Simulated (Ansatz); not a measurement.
Random displacements in InSe

Method: DFT PBEsol, scalar-relativistic, plane waves, PAW in Ansatz 0.2.0. Settings: plane waves to 420 eV, k-mesh 12×12×2 (Γ-centred), Gaussian smearing 0.05 eV. No spin polarisation. Energies are free energies at this smearing, counted from the undisturbed cell; pressure is positive in compression.

The undisturbed cell (as given, not relaxed at this level):

```yaml
crystal:
  lattice:
    - [4.04733, 0.00000, 0.00000]
    - [-2.02366, 3.50509, 0.00000]
    - [0.00000, 0.00000, 18.05206]
  atoms:
    - { symbol: In, position: [0.00000, 0.00000, 0.57739] }
    - { symbol: In, position: [0.00000, 0.00000, 0.42261] }
    - { symbol: In, position: [0.33333, 0.66667, 0.92261] }
    - { symbol: In, position: [0.33333, 0.66667, 0.07739] }
    - { symbol: Se, position: [0.66667, 0.33333, 0.85300] }
    - { symbol: Se, position: [0.66667, 0.33333, 0.14700] }
    - { symbol: Se, position: [0.33333, 0.66667, 0.64702] }
    - { symbol: Se, position: [0.33333, 0.66667, 0.35298] }
```

The cell holds layers and no dispersion correction was added, so their binding is poorly described.

The atoms are displaced (Å, in the unstrained cell):

| atom | ux | uy | uz |
| --- | --- | --- | --- |
| In1 | -0.008 | 0.045 | 0.187 |
| In2 | 0.061 | 0.237 | -0.244 |
| In3 | -0.063 | 0.116 | -0.137 |
| In4 | -0.233 | 0.124 | 0.060 |
| Se5 | -0.014 | -0.073 | 0.023 |
| Se6 | 0.177 | -0.122 | -0.139 |
| Se7 | 0.023 | -0.050 | 0.380 |
| Se8 | 0.059 | -0.277 | -0.130 |

Strain (Voigt, engineering shear): (-0.0157, -0.0315, -0.0240, -0.0277, -0.0543, -0.0681).

(1) What are the energy change, the stress and the forces?

Results:

(1) ΔE = 469.4 meV/atom; stress (xx, yy, zz, yz, xz, xy; compression positive) (2.91, 19.08, 4.04, -4.07, 0.53, 4.75) GPa; gap on the mesh 0.34 eV.
| atom | Fx (eV/Å) | Fy | Fz |
| --- | --- | --- | --- |
| In1 | 0.16 | -0.66 | -0.48 |
| In2 | 0.27 | -7.25 | 5.75 |
| In3 | 1.17 | -1.63 | 2.72 |
| In4 | 1.85 | -2.55 | -4.45 |
| Se5 | -1.32 | 1.53 | -2.22 |
| Se6 | -1.71 | 2.64 | 3.96 |
| Se7 | -0.01 | 0.72 | -0.54 |
| Se8 | -0.41 | 7.20 | -4.73 |

Cost: 1 run of about 3.1 core-minutes, on Arm Neoverse V2 (shared hosts).